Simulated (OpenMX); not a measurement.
## Ta2N under changes of volume

One of the cells (13.895 Å³/atom); the others are scaled copies at fixed shape and fractional positions:

```
CELL_PARAMETERS angstrom
3.13348 0.00000 0.00000
-1.56674 2.71367 0.00000
0.00000 0.00000 4.90209
ATOMIC_POSITIONS crystal
Ta 0.33333 0.66667 0.25471
Ta 0.66667 0.33333 0.74529
N 0.00000 0.00000 0.00000
```

The cell comes from a database or a generator and needn't be the stable form of this composition.

| Property | Result |
| --- | --- |
| Program | OpenMX 3.8.5 |
| Functional | PBE |
| Potentials or basis | OpenMX 2013 PBE set, Ta7.0-s3p2d2f1, N6.0-s2p2d1, fixed grid of 32 × 32 × 60 points |
| k mesh | 11 × 11 × 7 |
| Occupations | fermi-dirac, width 0.05 eV |
| Spin | no spin polarisation |

| volume (Å³/atom) | energy over the lowest point (meV/atom) | largest force (eV/Å) |
| --- | --- | --- |
| 12.805 | 30.25 | 0.258 |
| 13.077 | 9.39 | 0.123 |
| 13.350 | 0.00 | 0.013 |
| 13.895 | ? | ? |
| 14.167 | 29.37 | 0.298 |
| 14.439 | 55.26 | 0.387 |

Q: What does the run at 13.895 Å³/atom give?

A: Energy over the lowest point 10.98 meV/atom; largest force 0.213 eV/Å.

Worked out: A Birch-Murnaghan fit of order 3 (a polynomial in V^(-2/3)) to the other rows has its minimum at 13.46 Å³/atom with B0 = V·E''(V) = 286 GPa and B' = 4.2 at fixed shape and positions, which overstates the stiffness. It gives 10.97 meV/atom at 13.895 Å³/atom, against the run's 10.98.

Energies are extrapolated to zero smearing.

Caveats: the basis of atomic orbitals isn't converged, which shifts pressures, moduli and gaps.
